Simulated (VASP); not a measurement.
The system is TePb.

```
Pb Te
1.0
     0.00000    3.23100    3.23100
     3.23100    0.00000    3.23100
     3.23100    3.23100    0.00000
Pb Te
1 1
Cartesian
  0.0000 0.0000 0.0000
  3.2310 3.2310 3.2310
```

* Program: VASP 6.6.1
* Task: relaxation of cell and atoms
* Functional: AM05
* Dispersion: D4
* Potentials or basis: VASP PAW PBE potentials, release 64 (Pb_d, Te)
* Cutoff: 600 eV
* k mesh: 5 × 5 × 5
* Occupations: fermi-dirac, width 0.05 eV
* Spin: spin-orbit coupling, no magnetisation

At the start: pressure -1.1 GPa; volume 33.73 Å³/atom.

Problem. Where does the relaxation end?

Solution. Over 8 steps the energy falls by 3.3 meV/atom and the volume is 32.76 Å³/atom (-2.9 %); space group Fm-3m (No. 225, to 0.05 Å).

Step by step:
```tsv
step	energy change (eV)	largest force (eV/Å)	pressure (GPa)	volume (Å³)
1	0.0000	0.0000	-1.13	67.46
2	-0.0015	0.0000	-0.99	67.22
3	-0.0039	0.0000	-0.73	66.77
4	-0.0059	0.0000	-0.37	66.18
5	-0.0065	0.0000	0.06	65.51
6	-0.0065	0.0000	0.06	65.51
7	-0.0065	0.0000	0.05	65.52
8	-0.0065	0.0000	0.05	65.53
```

Final structure:
```
Pb Te
1.0
     0.00000    3.19987    3.19987
     3.19987    0.00000    3.19987
     3.19987    3.19987    0.00000
Pb Te
1 1
Direct
  0.00000 0.00000 0.00000
  0.50000 0.50000 0.50000
```

Caveat: the PAW data sets were made with another functional, which shifts forces and pressure a little.
